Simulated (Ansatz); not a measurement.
# Dielectric response of BN (110) films, part 7 of 7

How well do thin zincblende BN (110) films screen a perpendicular field?

Ansatz 0.2.0; plane-wave DFT, PBE, Ansatz PAW (the session's first sound run).

So far. Step 41 (Response with the atoms held, 32 atoms, units 16): The induced dipole is that of a conductor 16.90 Å thick. Step 44 (The bulk crystal): The gap is 4.47 eV.

## (45) Band edges against the vacuum, levels PBE

This step: plane-wave DFT, PBE, Ansatz PAW; band edges against the vacuum, bulk levels by PBE (Ansatz 0.2.0).

System of this step: BN (110), 16 units. The cell holds 32 atoms: 16 B and 16 N. Cell: a = 2.556 Å, b = 3.615 Å, c = 37.171 Å, α = 90.0°, β = 90.0°, γ = 90.0°. It derives from BN (zincblende BN). Vacuum lies along c.

The averaged potential in the middle of the thickest slab ties the bulk's levels to the vacuum level.

Input file align.yaml:

```yaml
surface:
  bulk: { run: bulk.run }
  slab: { run: end16.run, axis: 3 }
  face: plus
  period: 1.2781
```

On the command line:

```bash
> ansatz align-bands align.yaml -- --threads 4 --pin off
```

Numbers of over 12 decimals in the logs are rounded to 6 here.

Log:

```text
plus face
ionisation energy 6.985 eV
electron affinity 2.513 eV
  bulk: levels by pbe on the potential of pbe; from 17.95 to 19.22 Å its average varies by 0.0318 eV and climbs by +0.0000; the bulk's density to 0.33 % (its layers are strained against the bulk's: take a thicker slab or side, or run the bulk at their strain)
  vacuum: slopes by 0.0000 eV/Å; line-up 16.0369 eV
  the slab's own level stands +0.284 eV from the bulk's
  of the slab's run: its band edges are its mesh's, and a band can turn off it. A run with kpoints.band_path: { path: [VBM, CBM], npoints: 1 } finds the zone's; the potential's macroscopic average varies by 0.0318 eV from 17.947 to 19.225 Å, more than 0.03 eV: the crystal is too thin there to have an interior, or the window reaches out of it, or the period is not the layers'
```

Wall time 0.05 s (4 threads of Arm Neoverse V2, shared host).

Numbers from this step:

* ionisation energy: 6.985 eV
* electron affinity: 2.513 eV
* slab level shift: 0.2843 eV

Check by hand: ionisation energy less affinity, 6.98 − (2.51) = 4.47 eV, is the bulk gap at this level.

The program warns that the averaged potential varies by 0.03 eV in the slab's middle, which these edges carry as an error.

## (46) The bulk with HSE06, k-mesh 10×10×10

This step: plane-wave DFT, HSE06, Ansatz PAW (Ansatz 0.2.0).

System of this step: zincblende BN. The structure is cubic, space group F-43m (No. 216). Conventional cell: a = 3.615 Å, b = 3.615 Å, c = 3.615 Å, α = 90.00°, β = 90.00°, γ = 90.00°. B has 4 N at 1.57 Å nearest. Nearest to N lie 4 B at 1.57 Å. Farther neighbours and most contacts between anions are not listed.

A hybrid functional removes part of the gap error, and is affordable in the small bulk cell.

Input file input.yaml:

```yaml
crystal:
  lattice:
    - [0.0, 1.8075, 1.8075]
    - [1.8075, 0.0, 1.8075]
    - [1.8075, 1.8075, 0.0]
  atoms:
    - { symbol: B, position: [0.0, 0.0, 0.0] }
    - { symbol: "N", position: [0.25, 0.25, 0.25] }
kpoints:
  mp_grid: { grid: [10, 10, 10] }
hamiltonian:
  xc: hse06
scf:
  occupations: { method: fixed }
  convergence: { dr2_threshold: 1.0e-08 }
output:
  eigenvalues: true
checkpoint:
  write: bulk-hse.run
  compress: false
  write_wavefunctions: false
```

On the command line:

```bash
> ansatz run input.yaml --threads 4 --pin off --max-ram 16384MiB --backend cpu --events-out ev --progress --plain --runs-dir out
```

Log:

```text
[...]
davidson cushion auto → on  (no smearing: the cushion is to keep the highest requested band from converging to the state above it; pin scf.eigensolver.cushion to override)
Crystal: 2 atoms, lattice volume = 11.810 Å³
Basis set: ecut = 420 eV, 259 PW (Γ)
Bands: 8, of which v1, the nominal top of the filled ones, is band 4 counted from 1 (3 counted from 0)
Symmetry: 24 space group operations
[...]
k-points: 47 of 1000 (time reversal used)
[...]
SCF iter   1: F=—  HF=-542.274924 eV  |F-HF|=—  |Δ(HF+E_count)|=         —  Δρ=1.54e-3  dr2=1.29e-4  ethr=1.77e-3  ⟨swp⟩=2.0  Hψ=2741  notcnv=0
[...]
SCF iter   2: F=-542.275132 eV  HF=-542.275076 eV  |F-HF|=5.59e-5  |Δ(HF+E_count)|=   1.52e-4  Δρ=8.19e-4  dr2=2.03e-5  ethr=1.61e-6  ⟨swp⟩=2.9  Hψ=1037  notcnv=0
SCF 1 stopped early in 2 iterations: F = -542.275132 eV  dr2 = 2.03e-5
[...]
Exchange kernel: α = 0.2500, screened, ω = 0.2079 Å⁻¹, Wigner–Seitz truncation, v(0) = 1046.8198 eV·Å³, q-mesh 10×10×10, nearest image of the exchange supercell L = 25.56 Å, pair-density grid 12×12×12, without the augmentation charges, whose exchange is taken in its separable form by FFT convolution over the k-point mesh (sized by the pseudopotential files, 15×15×15 at the most), smooth part of the exact exchange by density-matrix convolution
Frozen-core exchange: fock
SCF iter   1: F=—  HF=-542.451925 eV  |F-HF|=—  |Δ(HF+E_count)|=         —  Δρ=9.37e-3  dr2=5.08e-3  ethr=2.53e-6  ⟨swp⟩=5.1  Hψ=1900  notcnv=0
[...]
SCF iter   5: F=-542.451514 eV  HF=-542.451514 eV  |F-HF|=7.20e-8  |Δ(HF+E_count)|=   5.11e-6  Δρ=7.28e-5  dr2=1.68e-6  ethr=1.74e-7  ⟨swp⟩=2.0  Hψ=941  notcnv=0
SCF 2 stopped early in 5 iterations: F = -542.451514 eV  dr2 = 1.68e-6
[...]
hybrid outer 1: dexx = +2.108e-3 eV, tail = 8.44e-6 eV
[...]
Frozen-core exchange: fock
SCF iter   1: F=—  HF=-542.451555 eV  |F-HF|=—  |Δ(HF+E_count)|=         —  Δρ=8.15e-5  dr2=6.02e-7  ethr=5.28e-7  ⟨swp⟩=2.2  Hψ=951  notcnv=0
[...]
SCF iter   4: F=-542.451555 eV  HF=-542.451555 eV  |F-HF|=7.47e-11  |Δ(HF+E_count)|=   3.64e-9  Δρ=1.61e-6  dr2=1.58e-10  ethr=8.46e-11  ⟨swp⟩=2.9  Hψ=1011  notcnv=0
SCF 3 converged in 4 iterations: F = -542.451555 eV  dr2 = 1.58e-10
hybrid outer 2: dexx = +1.334e-7 eV, tail = 2.04e-9 eV, Δε = 1.94e-3 eV (about 3.69e-5 eV left of the loop's levels)
hybrid SCF converged: 2 outer / 9 inner (+2 warm-up), last move |dexx| = 1.33e-7 eV, tail = 2.04e-9 eV
[...]
Free energy (F): -542.451555 eV
Frozen-core exchange: fock
[...]
Internal energy: -542.451555 eV  (E = F + TS)
E sigma→0 (E₀):  -542.451555 eV
Fermi energy:    10.316179 eV
[...]
--- Band table (eV; the first three rows and the last of 47) ---
[...]
```

Wall time 3.3 s (4 threads); peak memory 1 GiB; 10 s of CPU time.

Numbers from this step:

```yaml
gap_on_the_k_mesh: 5.788 eV
```

The gap is 5.79 eV.

## (47) Band edges against the vacuum, levels HSE06

This step: plane-wave DFT, PBE, Ansatz PAW; band edges against the vacuum, bulk levels by HSE06 (Ansatz 0.2.0).

System of this step: BN (110), 16 units. The cell holds 32 atoms: 16 B and 16 N. Cell: a = 2.556 Å, b = 3.615 Å, c = 37.171 Å, α = 90.0°, β = 90.0°, γ = 90.0°. It derives from BN (zincblende BN). Vacuum lies along c.

The same line-up with the hybrid's levels.

Input file align.yaml:

```yaml
surface:
  bulk: { run: bulk.run, levels_from: { run: bulk-hse.run } }
  slab: { run: end16.run, axis: 3 }
  face: plus
  period: 1.2781
```

On the command line:

```bash
> ansatz align-bands align.yaml -- --threads 4 --pin off
```

Log:

```text
plus face
ionisation energy 7.848 eV
electron affinity 2.060 eV
  bulk: levels by hse06 on the potential of pbe; from 17.95 to 19.22 Å its average varies by 0.0318 eV and climbs by +0.0000; the bulk's density to 0.33 % (its layers are strained against the bulk's: take a thicker slab or side, or run the bulk at their strain)
  vacuum: slopes by 0.0000 eV/Å; line-up 16.0369 eV
  of the bulk's run: of the levels' run: its band edges are its mesh's, and a band can turn off it. A run with kpoints.band_path: { path: [VBM, CBM], npoints: 1 } finds the zone's; its band edges are of a coarser mesh than the slab's or the interface's, whose density can shift them: a run under levels_from is taken as it is
[...]
```

It took 0.07 s on 4 threads.

This step gave:

| Quantity | Value |
| --- | --- |
| ionisation energy | 7.848 eV |
| electron affinity | 2.060 eV |

Check by hand: ionisation energy less affinity, 7.85 − (2.06) = 5.79 eV, is the bulk gap at this level.

The program warns that the averaged potential varies by 0.03 eV in the slab's middle, which these edges carry as an error.

## (48) A changed input

This step: plane-wave DFT, PBE, Ansatz PAW, but for the change named below (Ansatz 0.2.0).

System of this step: BN (110), 5 units. The cell holds 10 atoms: 5 B and 5 N. Its edges and angles: a = 2.556 Å, b = 3.615 Å, c = 23.112 Å, α = 90.0°, β = 90.0°, γ = 90.0°. It derives from BN (zincblende BN). Vacuum lies along c.

An input spoilt on purpose, to show how the run answers: it repeats the earlier run at 0.05 V/Å, 5 units with hamiltonian.xc from pbe to scan0x, and scf.max_iter set to 100.

Input file input.yaml:

```yaml
crystal:
  lattice:
    - [2.55619101, 0.0, 0.0]
    - [0.0, 3.615, 0.0]
    - [0.0, 0.0, 23.112382028]
  atoms:
    - { symbol: B, position: [0.5, 0.5444557369, 0.3983734398] }
    - { symbol: "N", position: [0.0, 0.7281626247, 0.3888952939] }
    - { symbol: B, position: [0.0, -0.0057194802, 0.4423124426] }
    - { symbol: "N", position: [0.5, 0.2379369263, 0.4432958048] }
    - { symbol: B, position: [0.5, 0.4956159896, 0.5000000002] }
    - { symbol: "N", position: [0.0, 0.7447123718, 0.4999999994] }
    - { symbol: B, position: [0.0, -0.0057194744, 0.557687558] }
    - { symbol: "N", position: [0.5, 0.2379369314, 0.5567041938] }
    - { symbol: B, position: [0.5, 0.5444557427, 0.6016265609] }
    - { symbol: "N", position: [0.0, 0.7281626311, 0.6111047066] }
kpoints:
  mp_grid: { grid: [10, 8, 1] }
hamiltonian:
  xc: scan0x
scf:
  occupations: { method: fixed }
  convergence: { dr2_threshold: 1.0e-10 }
  max_iter: 100
efield:
  axis: 3
  dipole_correction: true
  ramp_position: 0.97
  ramp_width: 0.06
  amplitude: 0.05
output:
  write_potential: true
  write_density: true
  volumetric_format: npy
```

On the command line:

```bash
> ansatz run input.yaml --threads 4 --pin off --max-ram 16384MiB --backend cpu --events-out ev --progress --plain --runs-dir out
```

Log:

```text
Error: YAML parse error: error: line 20 column 7: hamiltonian.xc: unknown variant `scan0x`, expected one of `lda`, `lda-pw`, `pw92`, `pbe`, `pbesol`, `rpbe`, `revpbe`, `blyp`, `pbe0`, `revpbe0`, `b3lyp`, `b3lyp5`, `hse06`, `wpbeh`, `hiss`, `lc_wpbe`, `cam_b3lyp`, `hf`, `r2scan`, `r2scanh`, `r2scan0`, `r2scan50`, `mr2scan`
  --> <input>:20:7
   |
18 |   mp_grid: { grid: [10, 8, 1] }
19 | hamiltonian:
20 |   xc: scan0x
   |       ^ hamiltonian.xc: unknown variant `scan0x`, expected one of `lda`, `lda-pw`, `pw92`, `pbe`, `pbesol`, `rpbe`, `revpbe`, `blyp`, `pbe0`, `revpbe0`, `b3lyp`, `b3lyp5`, `hse06`, `wpbeh`, `hiss`, `lc_wpbe`, `cam_b3lyp`, `hf`, `r2scan`, `r2scanh`, `r2scan0`, `r2scan50`, `mr2scan`
21 | scf:
22 |   occupations: { method: fixed }
   |
```

Elapsed: 0.02 s, on 4 threads; peak memory 0.021 GiB.

The program refused the input before any cycle.

The program's message: “Error: YAML parse error: error: line 20 column 7: hamiltonian.xc: unknown variant `scan0x`, expected one of `lda`, `lda-pw`, `pw92`, `pbe`, `pbesol`, `rpbe`, `revpbe`, `blyp`, `pbe0`, `revpbe0`, `b3ly …”

The fault put into the input: an unknown functional.

## (49) Varying the input: kpoints.mp_grid.shift = [0.5, 0.5, 0.0]

This step: plane-wave DFT, PBE, Ansatz PAW (Ansatz 0.2.0).

Another changed input: it repeats the earlier run at 0.05 V/Å, 5 units with kpoints.mp_grid.shift to [0.5, 0.5, 0.0].

Edit input.yaml of step 48 so:

```diff
@@ -17,5 +17,5 @@
 kpoints:
-  mp_grid: { grid: [10, 8, 1] }
+  mp_grid: { grid: [10, 8, 1], shift: [0.5, 0.5, 0.0] }
 hamiltonian:
-  xc: scan0x
+  xc: pbe
 scf:
@@ -23,3 +23,2 @@
   convergence: { dr2_threshold: 1.0e-10 }
-  max_iter: 100
 efield:
```

Log:

```text
[...]
Crystal: 10 atoms, lattice volume = 213.573 Å³
Basis set: ecut = 420 eV, 4189 PW (Γ)
Bands: 30, of which v1, the nominal top of the filled ones, is band 20 counted from 1 (19 counted from 0)
Symmetry: 2 space group operations
k-points: 20 of 80 (time reversal used)
[...]
SCF iter   1: F=—  HF=-2714.497926 eV  |F-HF|=—  |Δ(HF+E_count)|=         —  Δρ=9.81e-2  dr2=1.94e1  ethr=3.10e-3  p=0.018 e·Å  D=1.55e-2 V/Å  ΔV_dip=-0.36 eV  dr2_dipole=1.02e-4  V_vac-E_F(+/−)=11.72/11.02 eV  ⟨swp⟩=5.8  Hψ=3044  notcnv=0  defer=160
[...]
SCF iter  12: F=-2708.142204 eV  HF=-2708.142204 eV  |F-HF|=1.65e-10  |Δ(HF+E_count)|=  8.59e-10  Δρ=3.18e-7  dr2=9.29e-11  ethr=1.00e-12  p=0.015 e·Å  D=1.26e-2 V/Å  ΔV_dip=-0.29 eV  dr2_dipole=1.27e-13  V_vac-E_F(+/−)=6.96/6.19 eV  ⟨swp⟩=20.1  Hψ=4822  notcnv=0
SCF 1 converged in 12 iterations: F = -2708.142204 eV  dr2 = 9.29e-11
[...]
SCF converged after 12 iterations
[...]
Free energy (F): -2708.142204 eV
[...]
Internal energy: -2708.142204 eV  (E = F + TS)
E sigma→0 (E₀):  -2708.142204 eV
Fermi energy:    -1.627918 eV
Dipole field:    D = 0.012628 V/Å  (p = 0.014905 e·Å, saw-weighted, corrected)
Work function:   not extracted (applied field tilts the vacuum); planar V_es + V_field profile in the machine report
[...]
--- Band table (eV; the first three rows and the last of 20) ---
  k-point 0: bands = [... 16 lower, -3.4434, -2.7001, -2.0902, -1.7914, 2.8837, 3.8880, 3.9879, 4.7824, ... 6 higher]
  k-point 1: bands = [... 16 lower, -3.6636, -3.1938, -2.1091, -1.7769, 2.9322, 3.7204, 4.2617, 5.0745, ... 6 higher]
  k-point 2: bands = [... 16 lower, -4.0500, -3.6484, -2.3434, -1.7072, 2.9185, 3.5276, 4.8627, 5.7030, ... 6 higher]
  k-point 19: bands = [... 16 lower, -4.6880, -4.5119, -2.1811, -1.6279, 2.0328, 2.6327, 6.7361, 7.7541, ... 6 higher]
```

Run time: 4.6 s. Hardware: 4 threads; peak memory 0.5 GiB; 18 s of CPU time.

Numbers from this step:

| Quantity | Value |
| --- | --- |
| gap on the k-mesh | 2.529 eV |
| dipole along the normal | 0.01491 e·Å |

| quantity | this run | earlier run | difference |
| --- | --- | --- | --- |
| dipole along the normal (e·Å) | 0.01491 | 0.01490 | 3.4e-7 |
| gap on the k-mesh (eV) | 2.529 | 2.243 | 0.29 |

What moves beyond 0.01 in its unit (for the dipole 0.5 % and 5e-5 e·Å): gap on the k-mesh (+0.286 eV).

## (50) What came out

```
electronic ε from the thickness series : 4.62
static ε from the thickness series     : 7.24
local electronic ε, middle of 16 units : 4.63
ionisation energy, levels by PBE       : 6.98 eV
electron affinity, levels by PBE       : 2.51 eV
ionisation energy, levels by HSE06     : 7.85 eV
electron affinity, levels by HSE06     : 2.06 eV
```

**Reading.** The films give an electronic ε of 4.62 and a static ε of 7.24. The slope of the series and the field inside the thickest film give 4.62 and 4.63, in agreement. Ions raise ε from 4.62 to 7.24. HSE06 levels deepen the valence edge by 0.86 eV on the same PBE surface dipole. The alignment warns that the averaged potential still varies by 0.03 eV in the slab's middle, which the band edges carry as an error. The in-plane lattice constants are held at typed bulk values. Semilocal functionals tend to overestimate the electronic ε a little.

[Logs are printed without paths, hosts, clocks, repeated set-up lines and the standing remarks that a program may print on its own settings, such as how far it seeks lower states.]

[Hosts, paths, dates, database ids (printed as entryN), source tags and the programs' standing remarks are cut or masked in the printed files.]

[Maps of the electrostatic potential energy from Ansatz leave out the sawtooth potential of an applied field or a dipole correction, so their vacuum need not be flat; planar profiles and work functions include it.]
